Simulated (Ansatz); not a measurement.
Runs of Ansatz 0.2.0 on FeO (Wuestite). The structure is cubic, space group Fm-3m (No. 225). Conventional cell: a = 4.311 Å, b = 4.311 Å, c = 4.311 Å, α = 90.00°, β = 90.00°, γ = 90.00°. Around Fe (site symmetry m-3m) lie 6 O at 2.16 Å. O (site symmetry m-3m) is surrounded by 6 Fe at 2.16 Å. 

| task | level | cell | k mesh | cutoff (eV) | pressure (GPa) | moment (μB) | relaxed volume (Å³/atom) |
| --- | --- | --- | --- | --- | --- | --- | --- |
| relaxation of cell and atoms | RPBE+D3(BJ) | relaxed | 11 × 11 × 11 | - | 0.0 | 4.00 | 9.46 |
| relaxation of cell and atoms | PBEsol+D4 | relaxed | 11 × 11 × 11 | - | 0.0 | 4.00 | 9.82 |
| elastic constants | LDA | as given | 8 × 8 × 8 | 373 | -15.6 | 4.00 | - |
| band structure | LDA | as given | 11 × 11 × 11 | 349 | -15.6 | 4.00 | - |
| band structure | PBEsol | as given | 11 × 11 × 11 | 349 | (a) | 4.00 | - |

Alike in all rows: potentials or basis all-electron LAPW, scalar-relativistic; spin collinear, ferromagnetic start; smearing fermi-dirac 0.05 eV; basis error allowed 0.001 eV/atom.

Q: Fill in the values left out.

A: (a) -8.6.

Caveats: a cell with one magnetic atom can't hold antiferromagnetic order, which such compounds often take; the k mesh is thin for a metal, which can move the energy by tens of meV per atom (some runs); a metal's response needs a denser mesh (some runs); the cell is more than 3 GPa from zero pressure, which shifts response properties (some runs); elastic constants of metals need much finer meshes, so these are rough (some runs); so large a pressure means that the cell lies far from this level's equilibrium, or that cutoff or potentials fall short (some runs).

Runs at the PBE level aren't shown here.
